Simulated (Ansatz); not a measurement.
Ansatz input file:

```yaml
crystal:
  lattice:
    - [-3.4492505809, 3.4492505809, 1.9651202932]
    - [3.4492505809, -3.4492505809, 1.9651202932]
    - [3.4492505809, 3.4492505809, -1.9651202932]
  atoms:
    - { symbol: Si, position: [0.1947487061, 0.1947487061, 0.3894974122] }
    - { symbol: Si, position: [0.8052512939, 0.8052512939, 0.6105025878] }
    - { symbol: Si, position: [0.1947487061, 0.8052512939, 0.0] }
    - { symbol: Si, position: [0.8052512939, 0.1947487061, 0.0] }
basis:
  ecutwfc: 420
kpoints:
  mp_grid: { grid: [10, 10, 10] }
hamiltonian:
  xc: pbe
scf:
  occupations: { method: gaussian, width: 0.05 }
output:
  forces: true
  stress: true
  eigenvalues: true
```

Launched with
```bash
ansatz run input.yaml --threads 1 --pin off --max-ram 1331MiB --backend cpu --events-out ev --progress --plain --runs-dir out
```

Level of theory: Ansatz 0.2.0, DFT PBE, scalar-relativistic, plane waves, PAW.

Part of what the program printed, abridged (iterations and final results):

```
SCF iter   1: F=—  HF=-2541.559411 eV  |F-HF|=—  |Δ(HF+E_count)|=         —  Δρ=1.76e-3  dr2=3.06e-3  ethr=1.77e-3  ⟨swp⟩=6.2  Hψ=9027  notcnv=0
SCF iter   2: F=—  HF=-2541.560647 eV  |F-HF|=—  |Δ(HF+E_count)|=   1.24e-3  Δρ=8.45e-4  dr2=5.77e-4  ethr=1.91e-5  ⟨swp⟩=2.7  Hψ=2702  notcnv=0
SCF iter   3: F=—  HF=-2541.561077 eV  |F-HF|=—  |Δ(HF+E_count)|=   4.30e-4  Δρ=2.09e-4  dr2=6.87e-5  ethr=3.60e-6  ⟨swp⟩=2.8  Hψ=2175  notcnv=0
SCF iter   4: F=—  HF=-2541.561124 eV  |F-HF|=—  |Δ(HF+E_count)|=   4.68e-5  Δρ=4.84e-5  dr2=1.76e-6  ethr=4.29e-7  ⟨swp⟩=2.3  Hψ=1920  notcnv=0
SCF iter   5: F=—  HF=-2541.561126 eV  |F-HF|=—  |Δ(HF+E_count)|=   2.74e-6  Δρ=1.56e-5  dr2=2.67e-7  ethr=1.10e-8  ⟨swp⟩=2.0  Hψ=2040  notcnv=0
SCF iter   6: F=-2541.561126 eV  HF=-2541.561126 eV  |F-HF|=7.75e-9  |Δ(HF+E_count)|=   9.69e-8  Δρ=4.20e-6  dr2=1.96e-8  ethr=6.25e-10  ⟨swp⟩=5.2  Hψ=5979  notcnv=0
SCF 1 converged in 6 iterations: F = -2541.561126 eV  dr2 = 1.96e-8
SCF converged after 6 iterations
Free energy (F): -2541.561126 eV
Harris-Foulkes:  -2541.561126 eV  (|F-HF|=7.75e-9)
Internal energy: -2541.560865 eV  (E = F + TS)
E sigma→0 (E₀):  -2541.560995 eV
Entropy (-TS):   -0.000262 eV (-0.065 meV/atom)
Fermi energy:    5.198142 eV
--- Per-component energies (eV) ---
  E_band       = -1.612650
  E_kinetic    = 155.625015
  E_local      = -147.928154  (includes V_loc(G=0)·N_el)
  E_nonlocal   = 102.931556
  E_hartree    = 40.063957
  E_xc         = -217.837731
  E_vxc        = -183.032618  (∫ρ·V_xc dr)
  E_paw        = -2050.489014  (= ΣΔE_a)
  E_vpaw       = -9.335623  (= ΣTr[D̂ρ^β])
  E_aug_tail   = 0.000026  (compensation charges beyond the density's cutoff)
  E_ewald      = -423.926519
  E_smearing   = -0.000262  (= −TS)
--- Forces (eV/Å), atoms counted from 1 ---
  atom   1  Si    -2.27853777    -2.27853777     0.00000000
  atom   2  Si     2.27853777     2.27853777     0.00000000
  atom   3  Si     2.27853777    -2.27853777     0.00000000
  atom   4  Si    -2.27853777     2.27853777     0.00000000
--- Stress (GPa, compression-positive) ---
       -7.868763       0.000000       0.000000
        0.000000      -7.868763       0.000000
        0.000000       0.000000       7.470084
  P = ⅓ Tr σ = -2.7558 GPa (-27.558 kbar)
--- Band table (eV; the first three rows and the last of 102) ---
  k-point 0: bands = ["-6.5794", "-3.7732", "0.1725", "0.1725", "2.5092", "2.5092", "2.7669", "5.4275", "5.6043", "5.6043", "6.3456", "6.3456"]
  k-point 1: bands = ["-6.5324", "-3.8805", "0.1738", "0.2182", "2.4910", "2.5017", "2.8750", "4.6338", "5.4954", "6.2292", "6.3015", "6.5515"]
  k-point 2: bands = ["-6.3927", "-4.1704", "0.1990", "0.3516", "2.4449", "2.4825", "3.0367", "3.8366", "5.4700", "6.1996", "6.2127", "7.5047"]
  k-point 101: bands = ["-5.1313", "-5.1313", "-2.3424", "0.2526", "1.6197", "3.2979", "4.8681", "5.6504", "5.6504", "6.8565", "6.9868", "7.5155"]
```

The calculation finished and met its thresholds.